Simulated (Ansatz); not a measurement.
BaTiO3:

```xyz
5
Lattice="2.8277 1.6326 2.3177 -2.8277 1.6326 2.3177 0.0000 -3.2651 2.3177" Properties=species:S:1:pos:R:3 pbc="T T T"
Ba   -2.7004    1.6624    2.3728
Ti   -0.0605   -0.0667    3.6407
O    -0.0308   -1.5655    4.5301
O    -1.4487    0.8432    4.4791
O     1.4127    0.7592    4.5299
```

Base run:

| Quantity | Value |
| --- | --- |
| Program | Ansatz 0.2.0 |
| Functional | PBE |
| Potentials or basis | Ansatz PAW |
| Cutoff | 600 eV |
| Density cutoff | 2400 eV |
| k mesh | 7 × 7 × 7 |
| Occupations | fermi-dirac, width 0.05 eV |
| Spin | no spin polarisation |

Its results: band gap on the k mesh 2.78 eV, indirect (least direct gap 3.32 eV); pressure 9.4 GPa; largest force 2.196 eV/Å.

Question: The run is repeated on the same cell with these changes: functional from PBE to RPBE; cutoff from 600 eV to 420 eV (not typed: the program's choice for these potentials). What comes out?

Answer: Band gap on the k mesh 2.82 eV, indirect (least direct gap 3.36 eV); pressure 13.8 GPa; largest force 2.226 eV/Å.

RPBE binds less tightly than PBE, so the same cell stands under more pressure.

Caveats: spin-orbit coupling is left out, which moves the levels of the heavy elements; forces of over 1 eV/Å show positions far from the minimum, so gaps and moduli don't describe the material at rest; odd divisions of the mesh miss points on the zone boundary, where band edges often lie, so the gap on the mesh can be too wide (some runs); the k mesh misses the band edges, so the gap on the mesh is wider than the one along the path (some runs); the PAW data sets come from PBE, with cores solved anew for the run's functional, which leaves a small shift of forces and pressure (some runs).
